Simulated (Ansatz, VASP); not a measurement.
Mg: VASP beside Ansatz

The input INCAR:

```
SYSTEM = Mg
ALGO = Fast
DIPOL = 0.5 0.5 0.283
EDIFF = 1E-6
ENCUT = 520
IDIPOL = 3
ISIF = 2
ISMEAR = 0
LASPH = .TRUE.
LCHARG = .TRUE.
LDIPOL = .TRUE.
LELF = .TRUE.
LREAL = .FALSE.
LVACPOTAV = .TRUE.
LVHAR = .TRUE.
LWAVE = .FALSE.
NBANDS = 12
NELM = 100
PREC = Accurate
SIGMA = 0.1
```

Contents of KPOINTS:

```
k-points
0
G
  8 5 1
  0 0 0
```

The input POSCAR:

```
Mg
1.0
    3.1466128697      0.0000000000      0.0000000000
    0.0000000000      5.0388886589      0.0000000000
    0.0000000000      0.0000000000     20.5846139733
Mg
4
Direct
    0.0000000000      0.7500000000      0.1943198937
    0.5000000000      0.2500000000      0.2384474589
    0.5000000000      0.7500000000      0.3306067122
    0.0000000000      0.2500000000      0.3684603453
```

Input for Ansatz:

```yaml
crystal:
  lattice:
    - [3.1466128697, 0.0, 0.0]
    - [0.0, 5.0388886589, 0.0]
    - [0.0, 0.0, 20.5846139733]
  atoms:
    - { symbol: Mg, position: [0.0, 0.75, 0.1943198937] }
    - { symbol: Mg, position: [0.5, 0.25, 0.2384474589] }
    - { symbol: Mg, position: [0.5, 0.75, 0.3306067122] }
    - { symbol: Mg, position: [0.0, 0.25, 0.3684603453] }
basis:
  ecutwfc: 420
kpoints:
  mp_grid: { grid: [8, 5, 1] }
hamiltonian:
  xc: lda
scf:
  occupations: { method: gaussian, width: 0.1 }
output:
  forces: true
  eigenvalues: true
  write_density: true
  write_potential: true
  elf: true
  volumetric_format: npy
efield:
  axis: 3
  dipole_correction: true
  ramp_width: 0.04
```

Alike in both runs: task single point; functional LDA; k mesh 8 × 5 × 1; occupations gaussian, width 0.1 eV; no spin polarisation.

|  | VASP | Ansatz |
| --- | --- | --- |
| version | VASP 6.6.1 | Ansatz 0.2.0 |
| potentials or method | VASP PAW LDA potentials, release 64 (Mg) | scalar-relativistic, plane waves, PAW |
| plane-wave cutoff (eV) | 520 | 420 |
| valence electrons in the cell | 8 | 40 |

Ansatz gave:

- gap on the k mesh at the Fermi level (eV): none
- rms of the force components (eV/Å): 0.064
- work function, face that differs most (eV): 3.87

Question: Estimate VASP's values.

Answer: gap on the k mesh at the Fermi level (eV): none; rms of the force components (eV/Å): 0.069; work function, face that differs most (eV): 3.89.

Atom by atom the forces differ by 0.008 eV/Å (rms over components). A gap of «none» marks a metal or a gap that the smearing closes. The two sets of potentials don't hold the same shells in valence. Ansatz warned: «xc_potential_rough_in_thin_density».
